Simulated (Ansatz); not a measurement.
The system is Sn.

```
Sn
1.0
     0.00000    3.23334    3.23334
     3.23334    0.00000    3.23334
     3.23334    3.23334    0.00000
Sn
2
Direct
  0.75000 0.75000 0.75000
  0.50000 0.50000 0.50000
```

This isn't the form of Sn at room conditions, which is tetragonal (white tin).

* Program: Ansatz 0.2.0
* Task: relaxation of cell and atoms
* Functional: PBE
* Potentials or basis: all-electron LAPW, scalar-relativistic
* Basis error allowed: 0.001 eV/atom
* k mesh: 5 × 5 × 5
* Occupations: fermi-dirac, width 0.05 eV
* Spin: no spin polarisation

At the start: volume 33.80 Å³/atom.

Question: Where does the relaxation end?

Answer: Over 5 steps the energy falls by 37.0 meV/atom and the volume is 36.98 Å³/atom (+9.4 %); space group Fd-3m (No. 227, to 0.05 Å).

Step by step:
```csv
step,energy change (eV),largest force (eV/Å),volume (Å³)
1,0.0000,0.0000,67.61
2,-0.0555,0.0000,77.72
3,-0.0734,0.0000,74.65
4,-0.0740,0.0000,73.96
5,-0.0740,0.0000,73.96
```

Final structure:
```xyz
2
Lattice="0.0000 3.3315 3.3315 3.3315 0.0000 3.3315 3.3315 3.3315 0.0000" Properties=species:S:1:pos:R:3 pbc="T T T"
Sn    4.9973    4.9973    4.9973
Sn    3.3315    3.3315    3.3315
```

Caveat: the k mesh is thin for a metal, which can move the energy by tens of meV per atom.
